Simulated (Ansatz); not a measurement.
The system is TaS2.

```
Ta S
1.0
     3.35000    0.00000    0.00000
    -1.67500    2.90119    0.00000
     0.00000    0.00000    5.86000
Ta S
1 2
Direct
  0.00000 0.00000 0.00000
  0.66667 0.33333 0.75000
  0.33333 0.66667 0.25000
```

| Quantity | Value |
| --- | --- |
| Program | Ansatz 0.2.0 |
| Task | relaxation of cell and atoms |
| Functional | BLYP |
| Dispersion | D3(BJ) |
| Potentials or basis | Ansatz PAW |
| Cutoff | 420 eV (not typed: the program's choice for these potentials) |
| k mesh | 9 × 9 × 5 |
| Occupations | fermi-dirac, width 0.05 eV |
| Spin | no spin polarisation |

At the start: volume 18.98 Å³/atom.

Question: Where does the relaxation end?

Answer: It ends after 6 steps and the volume is 18.40 Å³/atom (-3.1 %); space group P-3m1 (No. 164, to 0.05 Å).

Step by step:
```
step  energy change (eV)  largest force (eV/Å)  volume (Å³)
   1              0.0000                1.5155        56.95
   2             -0.1012                0.8450        54.09
   3             -0.1491                0.0525        55.73
   4             -0.1509                0.0055        55.28
   5             -0.1509                0.0001        55.21
   6             -0.1508                0.0001        55.21
```

Final structure:
```
Ta S
1.0
     3.36384    0.00000    0.00000
    -1.68192    2.91317    0.00000
     0.00000    0.00000    5.63359
Ta S
1 2
Direct
  0.00000 0.00000 0.00000
  0.66667 0.33333 0.72778
  0.33333 0.66667 0.27222
```

Caveat: the plane-wave basis is chosen anew once the cell has moved, so the energies of steps on either side of that aren't comparable; the PAW data sets come from PBE, with cores solved anew for the run's functional, which leaves a small shift of forces and pressure.
